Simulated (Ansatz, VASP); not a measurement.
BaTiO3: VASP beside Ansatz

```xyz
5
Lattice="2.8274 1.6324 2.3184 -2.8274 1.6324 2.3184 0.0000 -3.2648 2.3184" Properties=species:S:1:pos:R:3 pbc="T T T"
O    -1.3885   -0.8017    2.3988
Ti    0.0000    0.0000    3.3698
O     1.3885   -0.8017    2.3988
Ba    0.0000    0.0000    0.0000
O     0.0000    1.6033    2.3988
```

Measurements of this composition are mostly on another form, of space group No. 99.

Alike in both runs: task single point; functional PBE; k mesh 7 × 7 × 7; occupations gaussian, width 0.02 eV; no spin polarisation.

|  | VASP | Ansatz |
| --- | --- | --- |
| version | VASP 6.6.1 | Ansatz 0.2.0 |
| potentials or method | VASP PAW PBE potentials, release 64 (O, Ti_pv, Ba_sv) | Ansatz PAW |
| plane-wave cutoff (eV) | 520 | 420 |
| valence electrons in the cell | 38 | 40 |

Ansatz gave:

* gap on the k mesh at the Fermi level (eV): 2.50
* least direct gap on the mesh (eV): 2.79
* pressure (GPa): 5.0
* largest component of the traceless stress (GPa): 0.12
* rms of the force components (eV/Å): 0.074

What did VASP give for the same quantities?

gap on the k mesh at the Fermi level (eV): 2.42; least direct gap on the mesh (eV): 2.75; pressure (GPa): 7.1; largest component of the traceless stress (GPa): 0.19; rms of the force components (eV/Å): 0.107.

Atom by atom the forces differ by 0.040 eV/Å (rms over components). The two sets of potentials don't hold the same shells in valence.

Caveats: spin-orbit coupling is left out, which moves the levels of the heavy elements; an odd mesh through Γ misses points on the zone boundary, where band edges often lie (VASP); odd divisions of the mesh miss points on the zone boundary, where band edges often lie, so the gap on the mesh can be too wide (Ansatz); the pressure holds a Pulay correction of +0.5 GPa for the finite cutoff (Ansatz). As with any semilocal functional, this PBE gap is likely too small.
